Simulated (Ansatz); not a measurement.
Take ZnTe in the zinc blende structure (space group F-43m, No. 216; a = 6.179 Å) as the base. Axes: x, y, z lie along the cube axes.

Calculations: PBE/PAW in Ansatz (a quantum-chemistry and plane-wave program), no spin-orbit coupling, earlier PAW set.

Now apply this change: the cell is scaled by 0.9803 in all directions, atoms relaxed at fixed cell.

Task: Predict the stress tensor and what it implies for the stiffness.

Result: Stress of the strained cell less that of the base (GPa, compression positive):
```
   2.97    0.00    0.00
   0.00    2.97    0.00
   0.00    0.00    2.97
```

Then B = −ΔP/(ΔV/V₀) with ΔV/V₀ = -0.0579 gives secant stiffness values (nonlinear terms included at this strain): B ≈ 51 GPa.

As a check, the harmonic strain energy −½ V₀ Δσ:ε is 16 meV/atom; the computed energy rise is 15 meV/atom.

No phonon test of stability was made.
